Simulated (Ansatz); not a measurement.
# W2NCl2 MXene bilayer (AA) in a perpendicular field, part 2 of 3

Wanted: the out-of-plane response of the W2NCl2 MXene bilayer (AA). A positive field points along +c.

Ansatz 0.2.0; plane-wave DFT, PBE-D3(BJ), Ansatz PAW (the session's first sound run).

So far. Step 2 (Relaxing the slab): The lattice constant a goes from 3.054 to 2.921 Å.

**3. Atoms held, field 0, start network**

A sawtooth potential applies the field, turning back in the middle of the vacuum. With the dipole correction the typed value is the field outside the slab. The induced dipole is small, so the SCF threshold is tight.

The cell differs from the one that the last finished run ended in (c 60.785 → 34.279 Å).

input.yaml reads:

```yaml
crystal:
  lattice:
    - [2.9211785407, 0.0, 0.0]
    - [-1.4605892704, 2.5298148252, 0.0]
    - [0.0, 0.0, 34.2792512996]
  atoms:
    - { symbol: Cl, position: [0.3333333333, 0.6666666667, 0.2625494916] }
    - { symbol: W, position: [0.6666666667, 0.3333333333, 0.3170937518] }
    - { symbol: "N", position: [0.0, 0.0, 0.3588344895] }
    - { symbol: W, position: [0.3333333333, 0.6666666667, 0.4006016944] }
    - { symbol: Cl, position: [0.6666666667, 0.3333333333, 0.4550213654] }
    - { symbol: Cl, position: [0.3333333333, 0.6666666667, 0.5449786346] }
    - { symbol: W, position: [0.6666666667, 0.3333333333, 0.5993983056] }
    - { symbol: "N", position: [0.0, 0.0, 0.6411655105] }
    - { symbol: W, position: [0.3333333333, 0.6666666667, 0.6829062482] }
    - { symbol: Cl, position: [0.6666666667, 0.3333333333, 0.7374505084] }
kpoints:
  mp_grid: { grid: [18, 18, 1] }
  band_path:
    path: [[0, 0, 0], [0.5, 0, 0], [0.33333333, 0.33333333, 0], [0, 0, 0]]
    npoints: 16
hamiltonian:
  xc: pbe
  dispersion: d3bj
scf:
  occupations: { method: fermi_dirac, width: 0.02585 }
  convergence: { dr2_threshold: 1.0e-10 }
efield:
  axis: 3
  dipole_correction: true
  ramp_position: 0.97
  ramp_width: 0.06
  amplitude: 0
output:
  dos: { projected: true, e_range: [-6, 5] }
  bader: true
  write_potential: true
  write_density: true
  volumetric_format: npy
  elf: true
```

Started as:

```console
$ ansatz run input.yaml --threads 4 --pin off --max-ram 12288MiB --backend cpu --events-out ev --progress --plain --runs-dir out
```

Numbers of over 12 decimals in the logs are rounded to 6 here.

The program printed:

```text
[...]
Crystal: 10 atoms, lattice volume = 253.325 Å³
Basis set: ecut = 420 eV, 4891 PW (Γ)
Bands: 57, of which v1, the nominal top of the filled ones, is band 47 counted from 1 (46 counted from 0)
Symmetry: 6 space group operations
k-points: 37 of 324 (time reversal used)
[...]
SCF iter   1: F=—  HF=-46628.830481 eV  |F-HF|=—  |Δ(HF+E_count)|=         —  Δρ=9.00e-3  dr2=6.32e-1  ethr=1.77e-3  p=0.000 e·Å  D=3.00e-13 V/Å  ΔV_dip=-0.00 eV  dr2_dipole=1.55e-6  V_vac-E_F(+/−)=4.67/4.67 eV  ⟨swp⟩=8.5  Hψ=10105  notcnv=0  defer=21
efield: sawtooth ramp at fractional position 0.9700 (set: `efield.ramp_position`, or a place that a band, a saddle search or an elastic batch's reference lends), width 0.0600; the density the first Hamiltonian is built on has a dipole p = 0.000 e·Å; the dipole correction subtracts the counter field D = 3.00e-13 V/Å, which shifts the + side's vacuum level by -0.00 eV against the − side's; the planar-averaged density in the ramp window peaks in size at 2.2e-5 e/Å³
[...]
SCF iter   2: F=—  HF=-46628.791192 eV  |F-HF|=—  |Δ(HF+E_count)|=   3.93e-2  Δρ=6.57e-3  dr2=1.44e-1  ethr=6.72e-4  p=0.000 e·Å  D=1.37e-4 V/Å  ΔV_dip=-0.00 eV  dr2_dipole=2.35e-6  V_vac-E_F(+/−)=3.77/3.78 eV  ⟨swp⟩=2.4  Hψ=3671  notcnv=0  defer=113
[...]
SCF iter  11: F=-46628.766050 eV  HF=-46628.766050 eV  |F-HF|=3.64e-11  |Δ(HF+E_count)|=  9.46e-11  Δρ=6.17e-8  dr2=8.63e-12  ethr=1.00e-12  p=0.000 e·Å  D=1.87e-9 V/Å  ΔV_dip=-0.00 eV  dr2_dipole=4.53e-14  V_vac-E_F(+/−)=3.89/3.89 eV  ⟨swp⟩=11.9  Hψ=6053  notcnv=0
SCF 1 converged in 11 iterations: F = -46628.766050 eV  dr2 = 8.63e-12
[...]
NSCF: frozen V_eff on 49 k-points
efield: sawtooth ramp at fractional position 0.9700 (kept from the solve that this one continues, or follows in the run), width 0.0600; the density the first Hamiltonian is built on has a dipole p = 0.000 e·Å; the dipole correction subtracts the counter field D = 1.87e-9 V/Å, which shifts the + side's vacuum level by -0.00 eV against the − side's; the planar-averaged density in the ramp window peaks in size at 5.0e-7 e/Å³
[...]
SCF converged after 11 iterations
Free energy (F): -46628.766050 eV
[...]
Internal energy: -46628.753733 eV  (E = F + TS)
E sigma→0 (E₀):  -46628.759891 eV
Entropy (-TS):   -0.012317 eV (-1.232 meV/atom)
Fermi energy:    7.236945 eV
Dipole field:    D = -0.000000 V/Å  (p = -0.000000 e·Å, saw-weighted, corrected)
Work function:   Φ+ = 3.8887 eV   Φ− = 3.8887 eV
Levels:          The Fermi level and band energies are counted from a zero that moves with the ramp; work functions are not
[...]
--- Band table (eV; the first three rows and the last of 37) ---
  k-point 0: bands = [... 43 lower, 6.0851, 6.0952, 6.0952, 6.1049, 6.1360, 7.1598, 7.1598, 7.1619, ... 6 higher]
  k-point 1: bands = [... 43 lower, 5.9125, 6.1545, 6.1654, 6.2537, 6.2782, 7.1061, 7.1101, 7.2368, ... 6 higher]
  k-point 2: bands = [... 43 lower, 5.5264, 6.3500, 6.3609, 6.3927, 6.4333, 6.9255, 6.9381, 7.4272, ... 6 higher]
  k-point 36: bands = [... 43 lower, 6.5948, 6.7678, 6.7678, 6.8005, 6.8005, 8.5623, 8.5623, 8.6157, ... 6 higher]
--- Bader charges: 10 sites ---
  site symbol  charge [e]  shift [e]
     0     Cl     -0.5376     0.0016
     1      W      1.2956     0.0033
     2      N     -1.5146     0.0035
     3      W      1.2942     0.0033
     4     Cl     -0.5376     0.0016
     5     Cl     -0.5376     0.0016
     6      W      1.2942     0.0033
     7      N     -1.5147     0.0035
     8      W      1.2956     0.0033
     9     Cl     -0.5376     0.0016
  estimated error of the sums over rays = 5.1e-4 e
```

Wall time 28 s (4 threads of AMD EPYC 9R14 (Zen 4), shared host); peak memory 1.1 GiB.

Numbers from this step:

- energy at zero smearing: -46628.7599 eV
- work function, upper face: 3.889 eV
- dipole along the normal: -3.54e-7 e·Å

Running mean over a fixed 2.7 Å (it still follows the layers) of the planar mean; the ramp of the sawtooth is left out. Table of electron's electrostatic potential energy less the Fermi level by z:

z (Å), electron's electrostatic potential energy less the Fermi level (eV) and a bar from the least value:
```
        4        3.9 ##############################
        5        3.9 ##############################
        6        3.9 ##############################
        7        3.1 #############################
        8       -2.0 ####################
        9       -6.3 ############
       10      -13.2 
       11      -12.9 #
       12      -12.8 #
       13      -13.3 
       14      -12.8 #
       15      -11.1 ####
       16       -4.4 ################
       17       -1.7 ####################
       18       -3.6 #################
       19       -8.8 ########
       20      -13.3 
       21      -13.4 
       22      -12.7 #
       23      -13.3 
       24      -13.3 
       25       -8.4 #########
       26       -3.2 ##################
       27        2.1 ###########################
       28        3.8 ##############################
       29        3.9 ##############################
       30        3.9 ##############################
```

The density of states has structure finer than the step of the table below, so its rows give means over 0.25 eV, whole bins alone (the curve runs from -6 to 1.99 eV). Peaks (eV: height): -5.810: 13.6, -5.120: 12.6, -3.680: 7.58, -0.870: 8.41, 0.920: 9.77, 1.360: 18.3, 1.970: 8.61.

Table of density of states by energy, zero at the Fermi level; means over each step:

```tsv
energy (eV)	density of states (states/eV a cell)
-5.75	11.9
-5.50	8.61
-5.25	7.28
-5.00	4.98
-4.75	4.45
-4.50	4.31
-4.25	3.78
-4.00	3.36
-3.75	4.35
-3.50	5.72
-3.25	4.45
-3.00	3.35
-2.75	2.14
-2.50	1.66
-2.25	4.30
-2.00	5.33
-1.75	3.94
-1.50	2.80
-1.25	2.74
-1.00	4.68
-0.75	4.29
-0.50	5.96
-0.25	5.55
0.00	4.17
0.25	3.84
0.50	3.55
0.75	4.40
1.00	6.28
1.25	9.76
1.50	8.24
1.75	6.15
```

Projected DOS per atom over height of the atomic layer and energy from the Fermi level. Layers: Cl W N W Cl Cl W N W Cl from below.

Values in states/eV, 22 rows by 10 columns, each cell a mean:
```
0.23 1.30 0.21 1.30 0.23 0.23 1.30 0.21 1.30 0.23
0.27 1.95 0.15 1.93 0.26 0.26 1.93 0.15 1.95 0.27
0.19 1.33 0.06 1.34 0.19 0.19 1.34 0.06 1.33 0.19
0.14 0.93 0.04 0.92 0.14 0.14 0.92 0.04 0.93 0.14
0.10 0.75 0.04 0.76 0.10 0.10 0.76 0.04 0.75 0.10
0.12 0.88 0.08 0.88 0.12 0.12 0.88 0.08 0.88 0.12
0.21 1.15 0.18 1.16 0.21 0.21 1.16 0.18 1.15 0.21
0.13 0.88 0.25 0.86 0.12 0.12 0.86 0.25 0.88 0.13
0.13 0.70 0.16 0.71 0.13 0.13 0.71 0.16 0.70 0.13
0.12 0.52 0.14 0.51 0.12 0.12 0.51 0.14 0.52 0.12
0.15 0.79 0.22 0.79 0.15 0.15 0.79 0.22 0.79 0.15
0.15 0.89 0.28 0.90 0.15 0.15 0.90 0.28 0.89 0.15
0.15 0.26 0.10 0.25 0.14 0.14 0.25 0.10 0.26 0.15
0.29 0.34 0.14 0.34 0.27 0.27 0.34 0.14 0.34 0.29
0.56 0.46 0.20 0.45 0.55 0.55 0.45 0.20 0.46 0.56
0.78 0.40 0.24 0.40 0.76 0.76 0.40 0.24 0.40 0.78
0.49 0.31 0.02 0.31 0.50 0.50 0.31 0.02 0.31 0.49
0.67 0.33 0.03 0.33 0.68 0.68 0.33 0.03 0.33 0.67
0.62 0.41 0.07 0.40 0.62 0.62 0.40 0.07 0.41 0.62
0.66 0.50 0.82 0.50 0.66 0.66 0.50 0.82 0.50 0.66
0.87 0.54 1.17 0.54 0.91 0.91 0.54 1.17 0.54 0.87
1.34 0.71 1.48 0.74 1.38 1.38 0.74 1.48 0.71 1.34
```
Columns: height of the atomic layer (Å) from 9 to 25.3 (not evenly spaced); rows upwards: energy from the Fermi level (eV) from -5.96 to 1.96.

Electronic bands along the path, in eV, zero at the Fermi level:

```tsv
point	band 45	band 46	band 47	band 48	band 49	band 50	band 51	band 52
Γ	-1.14	-1.14	-1.13	-1.10	-0.08	-0.08	-0.08	-0.08
halfway	-0.91	-0.84	-0.49	-0.31	0.32	0.32	0.95	0.97
M	0.97	0.98	1.33	1.38	1.89	1.99	2.58	2.71
halfway	0.61	0.61	0.66	0.69	1.44	1.47	1.80	1.83
K	-0.47	-0.47	-0.44	-0.44	1.33	1.33	1.38	1.38
halfway	-1.38	-1.30	-0.53	-0.50	1.17	1.28	1.35	1.39
Γ	-1.14	-1.14	-1.13	-1.10	-0.08	-0.08	-0.08	-0.08
```

ELF in the ca plane at fractional y = 0.333, with atoms of W and Cl within 0.2 Å of it. It is the smooth field of the valence electrons, not physical close to the nuclei.

Values, 5 rows by 16 columns, each cell a mean:
```
0.29 0.45 0.82 0.65 0.09 0.36 0.28 0.61 0.27 0.21 0.28 0.62 0.84 0.59 0.05 0.00
0.37 0.53 0.52 0.76 0.04 0.07 0.38 0.37 0.39 0.17 0.37 0.62 0.59 0.70 0.09 0.00
0.29 0.45 0.82 0.65 0.09 0.36 0.28 0.61 0.27 0.21 0.28 0.62 0.84 0.59 0.06 0.00
0.32 0.24 0.43 0.19 0.31 0.80 0.43 0.29 0.44 0.37 0.36 0.27 0.41 0.15 0.01 0.00
0.31 0.24 0.42 0.19 0.31 0.80 0.43 0.29 0.44 0.37 0.35 0.27 0.41 0.15 0.01 0.00
```
Columns run along c (16.0 Å, from fractional 0.39 to 0.85 of the cell), rows up along a (2.9 Å). Atoms in or near the plane, at fractional coordinates: Cl at (0.46, 0.67), W at (0.60, 0.67), Cl at (0.74, 0.67).

Valence density in the ca plane at fractional y = 0.333, with atoms of W and Cl within 0.2 Å of it. It is the smooth field of the valence electrons, not physical close to the nuclei.

Ten even steps from '0' (0.0 e/Å³) to '9' (5.1 e/Å³), each cell a mean:
```
00000122100000000013541000000001222100000000
00001222210000000038994100000001323200000000
00001311310000000049895100000002302210000000
00001233210000000027983000000001323200000000
01000122100000000012431000001001122100000000
11100000000000111000100011012100000000000000
12210000000000111000000011112200000000000000
11100000000000011000110000011100000000000000
```
Columns run along c (16.0 Å, from fractional 0.39 to 0.85 of the cell), rows up along a (2.9 Å). Atoms in or near the plane, at fractional coordinates: Cl at (0.46, 0.67), W at (0.60, 0.67), Cl at (0.74, 0.67).

Electrostatic potential energy in the ca plane at fractional y = 0.333, with atoms of W and Cl within 0.2 Å of it. With pseudopotentials it is smooth inside the atoms' cores, unlike the true potential.

Ten even steps from '0' (-47 eV) to '9' (11 eV), each cell a mean:
```
99999999999999999863125899887888545899999998
99999999999999999840002789998886101599999998
99999999999999999730001689999985000489999998
99999999999999999840003799988886202699999998
99999999999999988874336899877788656899999988
99999999999999878888778888765678989999998888
99999999999999877898889988754578999999998778
99999999999999888887778898765688889999998888
```
Columns run along c (16.0 Å, from fractional 0.10 to 0.57 of the cell; values clipped at the 3rd and 97th percentile), rows up along a (2.9 Å). Atoms in or near the plane, at fractional coordinates: W at (0.32, 0.67), Cl at (0.46, 0.67).

The work function of the upper face is 3.89 eV.

**4. Single point, field 0.05 V/Å**

input.yaml, as its differences from that of step 3:

```diff
@@ -32,6 +32,4 @@
   ramp_width: 0.06
-  amplitude: 0
+  amplitude: 0.05
 output:
-  dos: { projected: true, e_range: [-6, 5] }
-  bader: true
   write_potential: true
@@ -39,2 +37 @@
   volumetric_format: npy
-  elf: true
```

The program printed:

```text
[...]
Crystal: 10 atoms, lattice volume = 253.325 Å³
Basis set: ecut = 420 eV, 4891 PW (Γ)
Bands: 57, of which v1, the nominal top of the filled ones, is band 47 counted from 1 (46 counted from 0)
Symmetry: 6 space group operations
k-points: 37 of 324 (time reversal used)
[...]
k-point 0: bands = [... 43 lower, 6.0850, 6.0952, 6.0952, 6.1048, 6.1359, 7.1597, 7.1597, 7.1618, ... 6 higher]
  k-point 1: bands = [... 43 lower, 5.9125, 6.1544, 6.1653, 6.2536, 6.2781, 7.1060, 7.1101, 7.2367, ... 6 higher]
  k-point 2: bands = [... 43 lower, 5.5264, 6.3499, 6.3608, 6.3926, 6.4332, 6.9254, 6.9381, 7.4271, ... 6 higher]
  k-point 36: bands = [... 43 lower, 6.5947, 6.7672, 6.7682, 6.7998, 6.8010, 8.5615, 8.5628, 8.6153, ... 6 higher]
[key lines of the parts left out:]
SCF converged after 11 iterations
Free energy (F): -46628.766977 eV
Fermi energy:    7.236866 eV
Dipole field:    D = 0.026501 V/Å  (p = 0.037101 e·Å, saw-weighted, corrected)
```

Elapsed: 17 s, on 4 threads; peak memory 1 GiB; 65 s of CPU time.

The dipole is 0.0371 e·Å.

**5. Single point, field -0.05 V/Å**

input.yaml, as its differences from that of step 4:

```diff
@@ -32,3 +32,3 @@
   ramp_width: 0.06
-  amplitude: 0.05
+  amplitude: -0.05
 output:
```

The program printed:

```text
[...]
Crystal: 10 atoms, lattice volume = 253.325 Å³
Basis set: ecut = 420 eV, 4891 PW (Γ)
Bands: 57, of which v1, the nominal top of the filled ones, is band 47 counted from 1 (46 counted from 0)
Symmetry: 6 space group operations
k-points: 37 of 324 (time reversal used)
[...]
k-point 0: bands = [... 43 lower, 6.0850, 6.0952, 6.0952, 6.1048, 6.1359, 7.1597, 7.1597, 7.1618, ... 6 higher]
  k-point 1: bands = [... 43 lower, 5.9125, 6.1544, 6.1653, 6.2536, 6.2781, 7.1060, 7.1101, 7.2367, ... 6 higher]
  k-point 2: bands = [... 43 lower, 5.5264, 6.3499, 6.3608, 6.3926, 6.4332, 6.9254, 6.9381, 7.4271, ... 6 higher]
  k-point 36: bands = [... 43 lower, 6.5947, 6.7672, 6.7682, 6.7998, 6.8010, 8.5615, 8.5628, 8.6153, ... 6 higher]
[key lines of the parts left out:]
SCF converged after 11 iterations
Free energy (F): -46628.766977 eV
Fermi energy:    7.236866 eV
Dipole field:    D = -0.026503 V/Å  (p = -0.037103 e·Å, saw-weighted, corrected)
```

The job ended after 17 s (4 threads; peak memory 0.99 GiB; 65 s of CPU time).

The dipole is -0.0371 e·Å.

**6. Single point, field 0.1 V/Å**

input.yaml, as its differences from that of step 5:

```diff
@@ -30,5 +30,5 @@
   dipole_correction: true
-  ramp_position: 0.97
-  ramp_width: 0.06
-  amplitude: -0.05
+  ramp_position: 0.9627
+  ramp_width: 0.0747
+  amplitude: 0.1
 output:
```

The program printed:

```text
[...]
Crystal: 10 atoms, lattice volume = 253.325 Å³
Basis set: ecut = 420 eV, 4891 PW (Γ)
Bands: 57, of which v1, the nominal top of the filled ones, is band 47 counted from 1 (46 counted from 0)
Symmetry: 6 space group operations
k-points: 37 of 324 (time reversal used)
[...]
k-point 0: bands = [... 43 lower, 6.0846, 6.0950, 6.0950, 6.1044, 6.1356, 7.1593, 7.1593, 7.1616, ... 6 higher]
  k-point 1: bands = [... 43 lower, 5.9124, 6.1539, 6.1651, 6.2532, 6.2779, 7.1056, 7.1099, 7.2363, ... 6 higher]
  k-point 2: bands = [... 43 lower, 5.5261, 6.3495, 6.3606, 6.3923, 6.4329, 6.9250, 6.9379, 7.4267, ... 6 higher]
  k-point 36: bands = [... 43 lower, 6.5944, 6.7663, 6.7683, 6.7989, 6.8014, 8.5605, 8.5631, 8.6146, ... 6 higher]
[key lines of the parts left out:]
SCF converged after 11 iterations
Free energy (F): -46628.769760 eV
Fermi energy:    7.236534 eV
Dipole field:    D = 0.053003 V/Å  (p = 0.074202 e·Å, saw-weighted, corrected)
```

Elapsed: 19 s, on 4 threads; peak memory 0.99 GiB.

The dipole is 0.0742 e·Å.

**7. Atoms held, field 0.2 V/Å**

input.yaml, as its differences from that of step 6:

```diff
@@ -32,3 +32,3 @@
   ramp_width: 0.0747
-  amplitude: 0.1
+  amplitude: 0.2
 output:
```

The program printed:

```text
[...]
Crystal: 10 atoms, lattice volume = 253.325 Å³
Basis set: ecut = 420 eV, 4891 PW (Γ)
Bands: 57, of which v1, the nominal top of the filled ones, is band 47 counted from 1 (46 counted from 0)
Symmetry: 6 space group operations
k-points: 37 of 324 (time reversal used)
[...]
k-point 0: bands = [... 43 lower, 6.0831, 6.0944, 6.0944, 6.1032, 6.1347, 7.1579, 7.1579, 7.1609, ... 6 higher]
  k-point 1: bands = [... 43 lower, 5.9122, 6.1525, 6.1645, 6.2520, 6.2770, 7.1042, 7.1092, 7.2349, ... 6 higher]
  k-point 2: bands = [... 43 lower, 5.5254, 6.3482, 6.3598, 6.3911, 6.4320, 6.9236, 6.9372, 7.4253, ... 6 higher]
  k-point 36: bands = [... 43 lower, 6.5936, 6.7641, 6.7681, 6.7969, 6.8017, 8.5581, 8.5632, 8.6130, ... 6 higher]
[key lines of the parts left out:]
SCF converged after 12 iterations
Free energy (F): -46628.780890 eV
Fermi energy:    7.235445 eV
Dipole field:    D = 0.106012 V/Å  (p = 0.148413 e·Å, saw-weighted, corrected)
```

The job ended after 23 s (4 threads; peak memory 0.99 GiB; 89 s of CPU time).

The dipole is 0.148 e·Å.

**8. Single point, field 0.3 V/Å**

input.yaml, as its differences from that of step 7:

```diff
@@ -30,6 +30,8 @@
   dipole_correction: true
-  ramp_position: 0.9627
-  ramp_width: 0.0747
-  amplitude: 0.2
+  ramp_position: 0.9606
+  ramp_width: 0.0789
+  amplitude: 0.3
 output:
+  dos: { projected: true, e_range: [-6, 5] }
+  bader: true
   write_potential: true
@@ -37 +39,2 @@
   volumetric_format: npy
+  elf: true
```

The program printed:

```text
[...]
Crystal: 10 atoms, lattice volume = 253.325 Å³
Basis set: ecut = 420 eV, 4891 PW (Γ)
Bands: 57, of which v1, the nominal top of the filled ones, is band 47 counted from 1 (46 counted from 0)
Symmetry: 6 space group operations
k-points: 37 of 324 (time reversal used)
[...]
--- Bader charges: 10 sites ---
  site symbol  charge [e]  shift [e]
     0     Cl     -0.5473     0.0016
     1      W      1.2926     0.0033
     2      N     -1.5141     0.0035
     3      W      1.2940     0.0033
     4     Cl     -0.5375     0.0016
     5     Cl     -0.5376     0.0016
     6      W      1.2944     0.0033
     7      N     -1.5152     0.0035
     8      W      1.2985     0.0033
     9     Cl     -0.5278     0.0016
  estimated error of the sums over rays = 5.1e-4 e
[key lines of the parts left out:]
SCF converged after 12 iterations
Free energy (F): -46628.799443 eV
Fermi energy:    7.233672 eV
Dipole field:    D = 0.159036 V/Å  (p = 0.222644 e·Å, saw-weighted, corrected)
```

Elapsed: 47 s, on 4 threads; peak memory 1 GiB.

The dipole is 0.223 e·Å.

**9. Response, atoms held**

This step: plane-wave DFT, PBE-D3(BJ), Ansatz PAW; response to a field along the normal, atoms held (Ansatz 0.2.0).

The dipoles give the slope, and the difference of two potentials shows where the field is screened.

This step gave:

```yaml
equivalent_conductor_thickness_p_eps_0ae: 18.17 Å
distance_between_the_outer_atoms: 16.28 Å
```

Dipole of the cell against applied field:

```tsv
applied field (V/Å)	dipole of the cell (e·Å)
-0.050	-0.0371
0.000	-3.5e-7
0.050	0.0371
0.100	0.0742
0.200	0.148
0.300	0.223
```

Local field over the applied field, running mean. From the potentials at -0.05 and 0.05 V/Å; running mean over 2.5 Å. The local field over applied field by z:

```tsv
z (Å)	local field over applied field
5	0.997
6	0.974
7	0.834
8	0.495
9	0.179
10	0.0522
11	0.0281
12	-0.00562
13	1.0e-4
14	0.00231
15	-0.00124
16	0.00107
17	0.00201
18	0.00152
19	-8.6e-4
20	0.00152
21	0.00145
22	-0.00573
23	0.0187
24	0.0413
25	0.125
26	0.393
27	0.752
28	0.955
29	0.994
```

Electrons, planar mean, per unit field. Induced electron density against z:

```tsv
z (Å)	induced electron density (e/Å³ per V/Å)
5	1.4e-5
6	1.2e-4
7	8.8e-4
8	0.00382
9	9.3e-4
10	-8.2e-4
11	6.8e-4
12	-1.7e-4
13	-1.4e-4
14	8.9e-5
15	-1.8e-5
16	-7.0e-6
17	-3.1e-6
18	1.1e-5
19	1.3e-5
20	3.0e-5
21	-7.8e-6
22	1.1e-4
23	-7.8e-5
24	-2.8e-4
25	-2.9e-4
26	-0.00365
27	-0.00147
28	-2.1e-4
29	-2.6e-5
```

By hand: between -0.05 and 0.05 V/Å the dipole changes by 0.07420 e·Å, a slope of 0.7420 e·Å²/V. A perfect conductor of thickness t has p = ε₀AEt, so t = 180.95 × 0.7420 / 7.390 = 18.17 Å (e/ε₀ = 180.95 V·Å, A in Å²).

The induced dipole is that of a conductor 18.17 Å thick.

(Part 2 of 3 ends here.)

[Logs are printed without paths, hosts, clocks, repeated set-up lines and the standing remarks that a program may print on its own settings, such as how far it seeks lower states.]

[Hosts, paths, dates, database ids (printed as entryN), source tags and the programs' standing remarks are cut or masked in the printed files.]

[Maps of the electrostatic potential energy from Ansatz leave out the sawtooth potential of an applied field or a dipole correction, so their vacuum need not be flat; planar profiles and work functions include it.]

[The density of states shown here was stored with 400 of the rows of the run's finer table, so its peaks can read low, often by over a quarter, or be missed, and its means over a window can be off by a tenth or more.]
